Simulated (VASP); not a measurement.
# BeTe (F-43m) in VASP: band structure with PBE

Aim: the band structure of BeTe with PBE.

Program: VASP 6.6.1. These are calculated values, not measurements. Logs are shortened: lines on timing, memory, paths and dates and some standing lists are left out, and cuts for length are marked.

### Step 1. Starting point

It takes space group F-43m (No. 216, cubic). The conventional cell has a = 5.668 Å, b = 5.668 Å, c = 5.668 Å, α = 90.00°, β = 90.00°, γ = 90.00°. Be (site symmetry -43m) has 4 Te at 2.45 Å as nearest neighbours. Te (site symmetry -43m) has 4 Be at 2.45 Å as nearest neighbours.

### Step 2. Band structure, PBE

File INCAR:

```
PREC     = Accurate       # precision mode
ENCUT    = 520            # plane-wave cutoff, eV
EDIFF    = 1E-7           # SCF threshold, eV
ISMEAR   = 0              # smearing method
SIGMA    = 0.02           # smearing width, eV
LREAL    = F              # projectors in reciprocal space
LASPH    = T              # aspherical terms in the spheres
NELM     = 60             # most SCF steps
ALGO     = Normal         # electronic algorithm
ISIF     = 2              # what is computed and relaxed
LWAVE    = F              # write WAVECAR
LCHARG   = F              # write CHGCAR
GGA      = PE             # functional
AMIX     = 0.2
```

File KPOINTS:

```
regular mesh
0
Gamma
  10 10 10
```

File POSCAR:

```
BeTe                                    
1.0
    0.0000000000      2.8340080023      2.8340080023
    2.8340080023      0.0000000000      2.8340080023
    2.8340080023      2.8340080023      0.0000000000
  Be              Te            
     1     1
Direct
     0.0000000000000000    0.0000000000000000    0.0000000000000000
     0.2500000000000000    0.2500000000000000    0.2500000000000000
```

File KPOINTS_OPT:

```
path GXWKGLUWLK,UX
20
line-mode
reciprocal
 0.0000000000  0.0000000000  0.0000000000  G
 0.5000000000  0.0000000000  0.5000000000  X

 0.5000000000  0.0000000000  0.5000000000  X
 0.5000000000  0.2500000000  0.7500000000  W

 0.5000000000  0.2500000000  0.7500000000  W
 0.3750000000  0.3750000000  0.7500000000  K

 0.3750000000  0.3750000000  0.7500000000  K
 0.0000000000  0.0000000000  0.0000000000  G

 0.0000000000  0.0000000000  0.0000000000  G
 0.5000000000  0.5000000000  0.5000000000  L

 0.5000000000  0.5000000000  0.5000000000  L
 0.6250000000  0.2500000000  0.6250000000  U

 0.6250000000  0.2500000000  0.6250000000  U
 0.5000000000  0.2500000000  0.7500000000  W

 0.5000000000  0.2500000000  0.7500000000  W
 0.5000000000  0.5000000000  0.5000000000  L

 0.5000000000  0.5000000000  0.5000000000  L
 0.3750000000  0.3750000000  0.7500000000  K

 0.6250000000  0.2500000000  0.6250000000  U
 0.5000000000  0.0000000000  0.5000000000  X
```

Potentials or basis: VASP PAW PBE potentials, release 64 (Be, Te).

The run is started by

```console
> cat potpaw_PBE.64/Be/POTCAR potpaw_PBE.64/Te/POTCAR > POTCAR
> mpirun -np 1 vasp_std > vasp.out
```

OUTCAR:

```text
PREC = Accurate
   ENCUT = 520
   EDIFF = 1E-7
   ISMEAR = 0
   LREAL = F
   LASPH = T
   NELM = 60
   ISIF = 2
   GGA = PE
   AMIX = 0.2

 ion  position               nearest neighbor table
   1  0.000  0.000  0.000-   2 2.45   2 2.45   2 2.45   2 2.45
   2  0.250  0.250  0.250-   1 2.45   1 2.45   1 2.45   1 2.45

  LATTYP: Found a face centered cubic cell.
 ALAT       =     5.6680160046

  Lattice vectors:

 A1 = (   0.0000000000,   2.8340080023,   2.8340080023)
 A2 = (   2.8340080023,   0.0000000000,   2.8340080023)
 A3 = (   2.8340080023,   2.8340080023,   0.0000000000)

Analysis of symmetry for initial positions (statically):
=====================================================================
 Subroutine PRICEL returns:
 Original cell was already a primitive cell.

 Routine SETGRP: Setting up the symmetry group for a
 face centered cubic supercell.

 Subroutine GETGRP returns: Found 24 space group operations
 (whereof 24 operations were pure point group operations)
 out of a pool of 48 trial point group operations.

The static configuration has the point symmetry T_d .

Analysis of symmetry for dynamics (positions and initial velocities):
=====================================================================
 Subroutine PRICEL returns:
 Original cell was already a primitive cell.

 Routine SETGRP: Setting up the symmetry group for a
 face centered cubic supercell.

 Subroutine GETGRP returns: Found 24 space group operations
 (whereof 24 operations were pure point group operations)
 out of a pool of 48 trial point group operations.

The dynamic configuration has the point symmetry T_d .

 Subroutine INISYM returns: Found 24 space group operations
 (whereof 24 operations are pure point group operations),
 and found     1 'primitive' translations

----------------------------------------------------------------------------------------

                                     Primitive cell

  volume of cell :      45.5232

  direct lattice vectors                    reciprocal lattice vectors
     0.000000000  2.834008002  2.834008002    -0.176428577  0.176428577  0.176428577
     2.834008002  0.000000000  2.834008002     0.176428577 -0.176428577  0.176428577
     2.834008002  2.834008002  0.000000000     0.176428577  0.176428577 -0.176428577

  length of vectors
     4.007892553  4.007892553  4.007892553     0.305583260  0.305583260  0.305583260

  position of ions in fractional coordinates (direct lattice)
     0.000000000  0.000000000  0.000000000
     0.250000000  0.250000000  0.250000000

  ion indices of the primitive-cell ions
   primitive index   ion index
                 1           1
                 2           2

----------------------------------------------------------------------------------------

 KPOINTS: regular mesh

Automatic generation of k-mesh.
 Grid dimensions read from file:
 generate k-points for:   10   10   10

 Generating k-lattice:

  Cartesian coordinates                     Fractional coordinates (reciprocal lattice)
    -0.017642858  0.017642858  0.017642858     0.100000000  0.000000000  0.000000000
     0.017642858 -0.017642858  0.017642858     0.000000000  0.100000000  0.000000000
     0.017642858  0.017642858 -0.017642858     0.000000000  0.000000000  0.100000000

  Length of vectors
     0.030558326  0.030558326  0.030558326

  Shift w.r.t. Gamma in fractional coordinates (k-lattice)
     0.000000000  0.000000000  0.000000000

 Subroutine IBZKPT returns following result:
 ===========================================

 Found     47 irreducible k-points:

 Following reciprocal coordinates:
            Coordinates               Weight
  0.000000  0.000000  0.000000      1.000000
  0.100000  0.000000  0.000000      8.000000
  0.200000  0.000000  0.000000      8.000000
  0.300000  0.000000  0.000000      8.000000
  0.400000  0.000000  0.000000      8.000000
  0.500000  0.000000  0.000000      4.000000
[... 16 lines left out ...]
  0.300000  0.300000  0.000000      6.000000
  0.400000  0.300000  0.000000     24.000000
 [... further k-points ...]
   k-points           NKPTS =     47   k-points in BZ     NKDIM =     47   number of bands    NBANDS=      8
   number of dos      NEDOS =    301   number of ions     NIONS =      2
   total plane-waves  NPLWV =  27000
   dimension x,y,z NGX =    30 NGY =   30 NGZ =   30
   dimension x,y,z NGXF=    60 NGYF=   60 NGZF=   60
   ions per type =               1   1
   NGX,Y,Z   is equivalent  to a cutoff of  12.44, 12.44, 12.44 a.u.
   NGXF,Y,Z  is equivalent  to a cutoff of  24.89, 24.89, 24.89 a.u.
 SYSTEM =  unknown system
   PREC   = accura    normal or accurate (medium, high low for compatibility)
   ISTART =      0    job   : 0-new  1-cont  2-samecut
   ICHARG =      2    charge: 1-file 2-atom 10-const
   ISPIN  =      1    spin polarized calculation?
   LNONCOLLINEAR =      F non collinear calculations
   LSORBIT =      F    spin-orbit coupling
   LASPH  =      T    aspherical Exc in radial PAW
   ENCUT  =  520.0 eV  38.22 Ry    6.18 a.u.   7.45  7.45  7.45*2*pi/ulx,y,z
   NELM   =     60;   NELMIN=  2; NELMDL= -5     # of ELM steps
   EDIFF  = 0.1E-06   stopping-criterion for ELM
   LREAL  =      F    real-space projection
   EDIFFG = 0.1E-05   stopping-criterion for IOM
   NSW    =      0    number of steps for IOM
   IBRION =     -1    ionic relax: 0-MD 1-quasi-New 2-CG
   NFREE  =      0    steps in history (QN), initial steepest desc. (CG)
   ISIF   =      2    stress and relaxation
   ISYM   =      2    0-nonsym 1-usesym 2-fastsym
   POTIM  = 0.5000    time-step for ionic-motion
   TEBEG  =    0.0;   TEEND  =   0.0 temperature during run
   PSTRESS=    0.0 pullay stress
   NELECT =       8.0000    total number of electrons
   NUPDOWN=      -1.0000    fix difference up-down
   EMIN   =  10.00;   EMAX   =-10.00  energy-range for DOS
   EFERMI =   0.00;   METHOD = LEGACY
   ISMEAR =     0;   SIGMA  =   0.02  broadening in eV -4-tet -1-fermi 0-gaus
   EFERMI_NEDOS =   21; number of points for ismear=-14 and -15
   IALGO  =     38    algorithm
   IMIX   =      4    mixing-type and parameters
     AMIX     =   0.20;   BMIX     =  1.00
     AMIX_MAG =   0.80;   BMIX_MAG =  1.00
  volume/ion in A,a.u.               =      22.76       153.60
  Fermi-wavevector in a.u.,A,eV,Ry     =   0.916981  1.732843 11.440520  0.840854
  Thomas-Fermi vector in A             =   2.041898
   LORBIT       =      0    0 simple, 1 ext, 2 COOP (PROOUT), +10 PAW based schemes
   GGA     = PE    functional components
   LHFCALC =     F    Hartree Fock is set to
   AEXX    =    0.0000 exact exchange contribution
   IVDW    =     0    specifies the selected vdW correction
   LEPSILON=     F    determine dielectric tensor
   LRPA    =     F    only Hartree local field effects (RPA)
 non-spin polarized calculation
 Gauss-broadening in eV      SIGMA  =   0.02
  energy-cutoff  :      520.00
  volume of cell :       45.52
 maximum number of plane-waves:      1244
 NGX is ok and might be reduce to    30
   NGX = 15   NGY = 15   NGZ = 15

 number of electron       8.0000001 magnetization

 Free energy of the ion-electron system (eV)
  ---------------------------------------------------
  ext. energy  EPLUGINS =         0.00000000
  ---------------------------------------------------
  free energy    TOTEN  =        -7.62507046 eV

  energy without entropy =       -7.62507046  energy(sigma->0) =       -7.62507046

 E-fermi :   5.0279     XC(G=0):  -8.9803

 val. band max:        4.8837989760   @ k =   0.0000   0.0000   0.0000
 cond. band min:       6.9038825006   @ k =   0.5000   0.5000   0.0000
 fundamental gap:      2.0200835246
 Fermi energy:         5.0279121841

 k-point     1 :       0.0000    0.0000    0.0000
  band No.  band energies     occupation
      1      -7.2887      2.00000
      2       4.8838      2.00000
      3       4.8838      2.00000
      4       4.8838      2.00000
      5       8.5092      0.00000
      6       8.5092      0.00000
      7       8.5092      0.00000
      8       8.5664      0.00000

 k-point     2 :       0.1000    0.0000    0.0000
  band No.  band energies     occupation
      1      -7.1962      2.00000
      2       3.9747      2.00000
      3       4.7311      2.00000
      4       4.7311      2.00000
      5       8.4276      0.00000
      6       8.7350      0.00000
      7       8.7350      0.00000
      8       9.4958      0.00000

 k-point     3 :       0.2000    0.0000    0.0000
  band No.  band energies     occupation
      1      -6.9325      2.00000
      2       2.3963      2.00000
      3       4.4010      2.00000
      4       4.4010      2.00000
      5       8.2485      0.00000
      6       9.1866      0.00000
      7       9.1866      0.00000
      8      11.0830      0.00000

 k-point     4 :       0.3000    0.0000    0.0000
  band No.  band energies     occupation
      1      -6.5485      2.00000
      2       0.9326      2.00000
      3       4.0780      2.00000
      4       4.0780      2.00000
      5       8.0704      0.00000
      6       9.4692      0.00000
      7       9.4692      0.00000
      8      12.3893      0.00000

 k-point     5 :       0.4000    0.0000    0.0000
  band No.  band energies     occupation
      1      -6.1650      2.00000
      2      -0.1311      2.00000
      3       3.8592      2.00000
      4       3.8592      2.00000
      5       7.9505      0.00000
      6       9.5024      0.00000
      7       9.5024      0.00000
      8      12.7351      0.00000
[... 177 lines left out ...]
 k-point    22 :      -0.2000    0.2000    0.0000
  band No.  band energies     occupation
      1      -6.4168      2.00000
      2       1.2173      2.00000
      3       2.4932      2.00000
      4       4.1364      2.00000
      5       8.8870      0.00000
      6       9.6915      0.00000
      7      10.2376      0.00000
      8      11.1333      0.00000

 k-point    23 :       0.3000    0.3000    0.0000
  band No.  band energies     occupation
      1      -6.2931      2.00000
      2       1.3624      2.00000
      3       2.9244      2.00000
      4       2.9244      2.00000
      5       7.3021      0.00000
      6       8.7225      0.00000
      7      12.0734      0.00000
      8      12.0734      0.00000

 k-point    24 :       0.4000    0.3000    0.0000
  band No.  band energies     occupation
      1      -5.9862      2.00000
      2       0.6982      2.00000
      3       2.4552      2.00000
      4       2.7190      2.00000
      5       7.4095      0.00000
      6       8.5832      0.00000
      7      12.3504      0.00000
      8      12.5519      0.00000

 [... further k-points ...]

------------------------ aborting loop because EDIFF is reached ----------------------------------------

  FORCE on cell =-STRESS in cart. coord.  units (eV):
  Direction    XX          YY          ZZ          XY          YZ          ZX
  --------------------------------------------------------------------------------------
  -------------------------------------------------------------------------------------
  Total        0.0021927      0.0021927      0.0021927      0.0000000      0.0000000     -0.0000000
  in kB        0.0771699      0.0771699      0.0771699      0.0000000      0.0000000     -0.0000000
  external PRESSURE =       0.0771699 kB  Pullay stress =       0.0000000 kB

 VOLUME and BASIS-vectors are now :
 -----------------------------------------------------------------------------
  energy-cutoff  :      520.00
  volume of cell :       45.52
      direct lattice vectors                 reciprocal lattice vectors
     0.000000000  2.834008002  2.834008002    -0.176428577  0.176428577  0.176428577
     2.834008002  0.000000000  2.834008002     0.176428577 -0.176428577  0.176428577
     2.834008002  2.834008002  0.000000000     0.176428577  0.176428577 -0.176428577

 POSITION                                       TOTAL-FORCE (eV/Angst)
 -----------------------------------------------------------------------------------
      0.00000      0.00000      0.00000         0.000000      0.000000     -0.000000
      1.41700      1.41700      1.41700        -0.000000     -0.000000      0.000000
 -----------------------------------------------------------------------------------
    total drift:                                0.000000      0.000000      0.000000

  FREE ENERGIE OF THE ION-ELECTRON SYSTEM (eV)
  ---------------------------------------------------
  free  energy   TOTEN  =        -7.6250704597 eV

  energy  without entropy=       -7.6250704597  energy(sigma->0) =       -7.62507046
```

It took 24 s on 1 thread of Intel Xeon 6975P-C (Granite Rapids), shared host; peak memory 0.18 GiB.

Results:

| Quantity | Value |
| --- | --- |
| Free energy | -7.6251 eV |
| Pressure | 0.0 GPa |
| Band gap on the k mesh | 2.02 eV, indirect (least direct gap 3.63 eV) |
| Band gap along the path | 2.02 eV, indirect (least direct gap 3.62 eV) |

Levels at the corners of the path, in eV from the valence-band top:
| point | band 1 | band 2 | band 3 | band 4 | band 5 | band 6 | band 7 | band 8 |
| --- | --- | --- | --- | --- | --- | --- | --- | --- |
| Γ | -12.17 | 0.00 | 0.00 | 0.00 | 3.63 | 3.63 | 3.63 | 3.68 |
| X | -10.40 | -5.01 | -2.57 | -2.57 | 2.02 | 2.69 | 9.58 | 9.58 |
| X | -10.40 | -5.01 | -2.57 | -2.57 | 2.02 | 2.69 | 9.58 | 9.58 |
| W | -10.37 | -4.50 | -3.59 | -3.12 | 5.28 | 5.51 | 5.56 | 6.10 |
| W | -10.37 | -4.50 | -3.59 | -3.12 | 5.28 | 5.51 | 5.56 | 6.10 |
| K | -10.42 | -4.67 | -3.77 | -2.17 | 2.73 | 5.25 | 7.81 | 8.09 |
| K | -10.42 | -4.67 | -3.77 | -2.17 | 2.73 | 5.25 | 7.81 | 8.09 |
| Γ | -12.17 | 0.00 | 0.00 | 0.00 | 3.63 | 3.63 | 3.63 | 3.68 |
| Γ | -12.17 | 0.00 | 0.00 | 0.00 | 3.63 | 3.63 | 3.63 | 3.68 |
| L | -10.88 | -5.42 | -1.10 | -1.10 | 3.03 | 4.60 | 4.60 | 7.82 |
| L | -10.88 | -5.42 | -1.10 | -1.10 | 3.03 | 4.60 | 4.60 | 7.82 |
| U | -10.42 | -4.67 | -3.77 | -2.17 | 2.73 | 5.25 | 7.81 | 8.09 |
| U | -10.42 | -4.67 | -3.77 | -2.17 | 2.73 | 5.25 | 7.81 | 8.09 |
| W | -10.37 | -4.50 | -3.59 | -3.12 | 5.28 | 5.51 | 5.56 | 6.10 |
| W | -10.37 | -4.50 | -3.59 | -3.12 | 5.28 | 5.51 | 5.56 | 6.10 |
| L | -10.88 | -5.42 | -1.10 | -1.10 | 3.03 | 4.60 | 4.60 | 7.82 |
| L | -10.88 | -5.42 | -1.10 | -1.10 | 3.03 | 4.60 | 4.60 | 7.82 |
| K | -10.42 | -4.67 | -3.77 | -2.17 | 2.73 | 5.25 | 7.81 | 8.09 |
| U | -10.42 | -4.67 | -3.77 | -2.17 | 2.73 | 5.25 | 7.81 | 8.09 |
| X | -10.40 | -5.01 | -2.57 | -2.57 | 2.02 | 2.69 | 9.58 | 9.58 |

Caveat: spin-orbit coupling is left out, which moves the levels of the heavy elements.
